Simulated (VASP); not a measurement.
# AlN (P6_3mc) in VASP: settings compared

Aim: see how the results for AlN move with the level of theory and the settings. Levels: HSE06, PBE. Tasks: single point.

Program: VASP 6.6.1. These are calculated values, not measurements. Logs are shortened: lines on timing, memory, paths and dates and some standing lists are left out, and cuts for length are marked.

### 1 The cell of the first run

Symmetry: P6_3mc, No. 186, hexagonal system. The conventional cell has a = 3.164 Å, b = 3.164 Å, c = 4.926 Å, α = 90.00°, β = 90.00°, γ = 120.00°. Al (site symmetry 3m) has 4 N at 1.90 to 1.91 Å as nearest neighbours. Around N (site symmetry 3m) lie 4 Al at 1.90 to 1.91 Å.

The cell was built by a generator and needn't be a form met in nature.

### 2 Single point, HSE06 (epitaxial_xy strain +1.9%)

File POSCAR:

```
AlN
1.0
    3.1641675968      0.0000000000      0.0000000000
   -1.5820837984      2.7402495207      0.0000000000
    0.0000000000      0.0000000000      4.9255530007
Al N
2 2
Direct
    0.3333333333      0.6666666667     -0.0057809955
    0.6666666667      0.3333333333      0.4942190045
    0.3333333333      0.6666666667      0.3807809955
    0.6666666667      0.3333333333      0.8807809955
```

File INCAR.step1:

```
ALGO = Normal
EDIFF = 1E-5
ENCUT = 520
GGA = PE
ISIF = 2
ISMEAR = 0
LASPH = True
LCHARG = False
LREAL = False
LWAVE = True
NBANDS = 16
NELM = 100
PREC = Accurate
SIGMA = 0.01
```

File INCAR.step2:

```
ALGO = Normal
EDIFF = 1E-6
ENCUT = 520
GGA = PE
HFSCREEN = 0.2079
ISIF = 2
ISMEAR = 0
ISTART = 1
LASPH = True
LCHARG = False
LHFCALC = True
LREAL = False
LWAVE = False
NBANDS = 16
NELM = 100
PREC = Accurate
PRECFOCK = Normal
SIGMA = 0.01
```

File KPOINTS:

```
k-points
0
Gamma
  6 6 4
```

Potentials or basis: VASP PAW PBE potentials, release 64 (Al, N).

Launch:

```bash
> cat potpaw_PBE.64/Al/POTCAR potpaw_PBE.64/N/POTCAR > POTCAR
> cp INCAR.step1 INCAR
> mpirun -np 1 vasp_std > vasp.out
> cp INCAR.step2 INCAR
> mpirun -np 1 vasp_std > vasp.out
```

OUTCAR:

```text
EDIFF = 1E-6
   ENCUT = 520
   GGA = PE
   HFSCREEN = 0.2079
   ISIF = 2
   ISMEAR = 0
   ISTART = 1
   LASPH = True
   LHFCALC = True
   LREAL = False
   NELM = 100
   PREC = Accurate
   PRECFOCK = Normal

 ion  position               nearest neighbor table
   1  0.333  0.667  0.994-   3 1.90   4 1.91   4 1.91   4 1.91   2 3.07   2 3.07   2 3.07   2 3.07
                             2 3.07   2 3.07
   2  0.667  0.333  0.494-   4 1.90   3 1.91   3 1.91   3 1.91   1 3.07   1 3.07   1 3.07   1 3.07
                             1 3.07   1 3.07
   3  0.333  0.667  0.381-   1 1.90   2 1.91   2 1.91   2 1.91
   4  0.667  0.333  0.881-   2 1.90   1 1.91   1 1.91   1 1.91

  LATTYP: Found a hexagonal cell.
 ALAT       =     3.1641675968
 C/A-ratio  =     1.5566662795

  Lattice vectors:

 A1 = (   3.1641675968,   0.0000000000,   0.0000000000)
 A2 = (  -1.5820837984,   2.7402495207,   0.0000000000)
 A3 = (   0.0000000000,   0.0000000000,   4.9255530007)

Analysis of symmetry for initial positions (statically):
=====================================================================
 Subroutine PRICEL returns:
 Original cell was already a primitive cell.

 Routine SETGRP: Setting up the symmetry group for a
 hexagonal supercell.

 Subroutine GETGRP returns: Found 12 space group operations
 (whereof  6 operations were pure point group operations)
 out of a pool of 24 trial point group operations.

The static configuration has the point symmetry C_3v.
 The point group associated with its full space group is C_6v.

Analysis of symmetry for dynamics (positions and initial velocities):
=====================================================================
 Subroutine PRICEL returns:
 Original cell was already a primitive cell.

 Routine SETGRP: Setting up the symmetry group for a
 hexagonal supercell.

 Subroutine GETGRP returns: Found 12 space group operations
 (whereof  6 operations were pure point group operations)
 out of a pool of 24 trial point group operations.

The dynamic configuration has the point symmetry C_3v.
 The point group associated with its full space group is C_6v.

 Subroutine INISYM returns: Found 12 space group operations
 (whereof  6 operations are pure point group operations),
 and found     1 'primitive' translations

----------------------------------------------------------------------------------------

                                     Primitive cell

  volume of cell :      42.7075

  direct lattice vectors                    reciprocal lattice vectors
     3.164167597  0.000000000  0.000000000     0.316038885  0.182465135  0.000000000
    -1.582083798  2.740249521  0.000000000     0.000000000  0.364930271  0.000000000
     0.000000000  0.000000000  4.925553001     0.000000000  0.000000000  0.203022889

  length of vectors
     3.164167597  3.164167597  4.925553001     0.364930271  0.364930271  0.203022889

  position of ions in fractional coordinates (direct lattice)
     0.333333333  0.666666667  0.994219005
     0.666666667  0.333333333  0.494219005
     0.333333333  0.666666667  0.380780995
     0.666666667  0.333333333  0.880780995

  ion indices of the primitive-cell ions
   primitive index   ion index
                 1           1
                 2           2
                 3           3
                 4           4

----------------------------------------------------------------------------------------

 KPOINTS: k-points

Automatic generation of k-mesh.
 Grid dimensions read from file:
 generate k-points for:    6    6    4

 Generating k-lattice:

  Cartesian coordinates                     Fractional coordinates (reciprocal lattice)
     0.052673148  0.030410856  0.000000000     0.166666667  0.000000000  0.000000000
     0.000000000  0.060821712  0.000000000     0.000000000  0.166666667  0.000000000
     0.000000000  0.000000000  0.050755722     0.000000000  0.000000000  0.250000000

  Length of vectors
     0.060821712  0.060821712  0.050755722

  Shift w.r.t. Gamma in fractional coordinates (k-lattice)
     0.000000000  0.000000000  0.000000000

 Subroutine IBZKPT returns following result:
 ===========================================

 Found     21 irreducible k-points:

 Following reciprocal coordinates:
            Coordinates               Weight
  0.000000  0.000000  0.000000      1.000000
  0.166667 -0.000000  0.000000      6.000000
  0.333333 -0.000000  0.000000      6.000000
  0.500000 -0.000000  0.000000      3.000000
  0.166667  0.166667  0.000000      6.000000
  0.333333  0.166667  0.000000     12.000000
[... 13 lines left out ...]
  0.333333  0.166667  0.500000     12.000000
  0.333333  0.333333  0.500000      2.000000
   k-points           NKPTS =     21   k-points in BZ     NKDIM =    144   number of bands    NBANDS=     16
   number of dos      NEDOS =    301   number of ions     NIONS =      4
   total plane-waves  NPLWV =  23040
   dimension x,y,z NGX =    24 NGY =   24 NGZ =   40
   dimension x,y,z NGXF=    48 NGYF=   48 NGZF=   80
   ions per type =               2   2
   NGX,Y,Z   is equivalent  to a cutoff of  12.61, 12.61, 13.50 a.u.
   NGXF,Y,Z  is equivalent  to a cutoff of  25.22, 25.22, 27.00 a.u.
 SYSTEM =  unknown system
   PREC   = accura    normal or accurate (medium, high low for compatibility)
   ISTART =      1    job   : 0-new  1-cont  2-samecut
   ICHARG =      0    charge: 1-file 2-atom 10-const
   ISPIN  =      1    spin polarized calculation?
   LNONCOLLINEAR =      F non collinear calculations
   LSORBIT =      F    spin-orbit coupling
   LASPH  =      T    aspherical Exc in radial PAW
   ENCUT  =  520.0 eV  38.22 Ry    6.18 a.u.   5.88  5.88  9.16*2*pi/ulx,y,z
   NELM   =    100;   NELMIN=  2; NELMDL=  0     # of ELM steps
   EDIFF  = 0.1E-05   stopping-criterion for ELM
   LREAL  =      F    real-space projection
   EDIFFG = 0.1E-04   stopping-criterion for IOM
   NSW    =      0    number of steps for IOM
   IBRION =     -1    ionic relax: 0-MD 1-quasi-New 2-CG
   NFREE  =      0    steps in history (QN), initial steepest desc. (CG)
   ISIF   =      2    stress and relaxation
   ISYM   =      3    0-nonsym 1-usesym 2-fastsym
   POTIM  = 0.5000    time-step for ionic-motion
   TEBEG  =    0.0;   TEEND  =   0.0 temperature during run
   PSTRESS=    0.0 pullay stress
   NELECT =      16.0000    total number of electrons
   NUPDOWN=      -1.0000    fix difference up-down
   EMIN   =  10.00;   EMAX   =-10.00  energy-range for DOS
   EFERMI =   0.00;   METHOD = LEGACY
   ISMEAR =     0;   SIGMA  =   0.01  broadening in eV -4-tet -1-fermi 0-gaus
   EFERMI_NEDOS =   21; number of points for ismear=-14 and -15
   IALGO  =     38    algorithm
   IMIX   =      1    mixing-type and parameters
     AMIX     =   0.40;   BMIX     =  1.00
     AMIX_MAG =   1.60;   BMIX_MAG =  1.00
  volume/ion in A,a.u.               =      10.68        72.05
  Fermi-wavevector in a.u.,A,eV,Ry     =   1.180176  2.230208 18.950391  1.392814
  Thomas-Fermi vector in A             =   2.316473
   LORBIT       =      0    0 simple, 1 ext, 2 COOP (PROOUT), +10 PAW based schemes
   GGA     = PE    functional components
   LHFCALC =     T    Hartree Fock is set to
   PRECFOCK=normal    Normal, Fast or Accurate (Low or Medium for compatibility)
   ENCUT4O =  -1.0   cutoff for four orbital integrals eV
   NKREDX  =     1    reduce k-point grid by
   NKREDY  =     1    reduce k-point grid by
   NKREDZ  =     1    reduce k-point grid by
   AEXX    =    0.2500 exact exchange contribution
   HFSCREEN=    0.2079 screening length (either q_TF or 0.3 A-1)
   HFSCREENC=   0.2079 screening length for correlation (either q_TF or 0.3 A-1)
   ENCUTFOCK=  -1.0 apply spherical cutoff to Coloumb kernel
   IVDW    =     0    specifies the selected vdW correction
   LEPSILON=     F    determine dielectric tensor
   LRPA    =     F    only Hartree local field effects (RPA)
 non-spin polarized calculation
 Gauss-broadening in eV      SIGMA  =   0.01
  energy-cutoff  :      520.00
  volume of cell :       42.71
 maximum number of plane-waves:      1164
 NGX is ok and might be reduce to    24
  NGX = 18; NGY = 18; NGZ = 28

 number of electron      16.0000002 magnetization

 Free energy of the ion-electron system (eV)
  ---------------------------------------------------
  ext. energy  EPLUGINS =         0.00000000
  ---------------------------------------------------
  free energy    TOTEN  =       -34.84958834 eV

  energy without entropy =      -34.84958834  energy(sigma->0) =      -34.84958834

 E-fermi :   5.2458     XC(G=0):  -8.9202

 val. band max:        5.2053478959   @ k =   0.0000   0.0000   0.0000
 cond. band min:      10.3993089602   @ k =   0.0000   0.0000   0.0000
 fundamental gap:      5.1939610643
 Fermi energy:         5.2458392938

 k-point     1 :       0.0000    0.0000    0.0000
  band No.  band energies     occupation
      1     -11.5240      2.00000
      2      -9.1832      2.00000
      3      -1.2574      2.00000
      4       3.9548      2.00000
      5       3.9548      2.00000
      6       4.7631      2.00000
[... 8 lines left out ...]
     15      19.5264      0.00000
     16      20.1991      0.00000

 k-point     2 :       0.1667   -0.0000    0.0000
  band No.  band energies     occupation
      1     -11.1704      2.00000
      2      -9.0089      2.00000
      3      -0.8227      2.00000
      4       2.5070      2.00000
      5       3.4422      2.00000
      6       3.5378      2.00000
[... 8 lines left out ...]
     15      19.0298      0.00000
     16      19.2650      0.00000

 k-point     3 :       0.3333   -0.0000    0.0000
  band No.  band energies     occupation
      1     -10.2611      2.00000
      2      -8.7224      2.00000
      3       0.2130      2.00000
      4       0.3715      2.00000
      5       1.5342      2.00000
      6       2.9050      2.00000
[... 8 lines left out ...]
     15      18.8766      0.00000
     16      20.8833      0.00000
[... 305 lines left out ...]
 k-point    20 :       0.3333    0.1667    0.5000
  band No.  band energies     occupation
      1      -9.1366      2.00000
      2      -9.1366      2.00000
      3      -0.5151      2.00000
      4      -0.5151      2.00000
      5       2.2093      2.00000
      6       2.2093      2.00000
[... 8 lines left out ...]
     15      20.0555      0.00000
     16      20.0555      0.00000

 k-point    21 :       0.3333    0.3333    0.5000
  band No.  band energies     occupation
      1      -8.9179      2.00000
      2      -8.9179      2.00000
      3      -0.2246      2.00000
      4      -0.2246      2.00000
      5       0.9663      2.00000
      6       0.9663      2.00000
[... 8 lines left out ...]
     15      20.4082      0.00000
     16      20.4082      0.00000

------------------------ aborting loop because EDIFF is reached ----------------------------------------

  FORCE on cell =-STRESS in cart. coord.  units (eV):
  Direction    XX          YY          ZZ          XY          YZ          ZX
  --------------------------------------------------------------------------------------
  -------------------------------------------------------------------------------------
  Total       -2.4304004     -2.4304004     -0.2307070      0.0000000      0.0000000      0.0000000
  in kB      -91.1766919    -91.1766919     -8.6549937      0.0000000      0.0000000      0.0000000
  external PRESSURE =     -63.6694592 kB  Pullay stress =       0.0000000 kB

 VOLUME and BASIS-vectors are now :
 -----------------------------------------------------------------------------
  energy-cutoff  :      520.00
  volume of cell :       42.71
      direct lattice vectors                 reciprocal lattice vectors
     3.164167597  0.000000000  0.000000000     0.316038885  0.182465135  0.000000000
    -1.582083798  2.740249521  0.000000000     0.000000000  0.364930271  0.000000000
     0.000000000  0.000000000  4.925553001     0.000000000  0.000000000  0.203022889

 POSITION                                       TOTAL-FORCE (eV/Angst)
 -----------------------------------------------------------------------------------
     -0.00000      1.82683      4.89708        -0.000000     -0.000000     -0.011679
      1.58208      0.91342      2.43430         0.000000      0.000000     -0.011679
     -0.00000      1.82683      1.87556         0.000000     -0.000000      0.011679
      1.58208      0.91342      4.33833         0.000000      0.000000      0.011679
 -----------------------------------------------------------------------------------
    total drift:                                0.000000      0.000000     -0.000510

  FREE ENERGIE OF THE ION-ELECTRON SYSTEM (eV)
  ---------------------------------------------------
  free  energy   TOTEN  =       -34.8495883440 eV

  energy  without entropy=      -34.8495883440  energy(sigma->0) =      -34.84958834
```

Run time: 12 min. Hardware: 1 thread of Intel Xeon 6975P-C (Granite Rapids), shared host; peak memory 0.26 GiB.

Results:

| Quantity | Value |
| --- | --- |
| Free energy | -34.8496 eV |
| Pressure | -6.4 GPa |
| Largest force | 0.012 eV/Å |
| Band gap on the k mesh | 5.19 eV, direct |

Forces on the atoms (eV/Å):
```
Al   0.000  0.000 -0.012
Al   0.000  0.000 -0.012
N    0.000  0.000  0.012
N    0.000  0.000  0.012
```

Caveat: the PAW data sets were made with another functional, which shifts forces and pressure a little.

(Continued in part 2 of 2.)
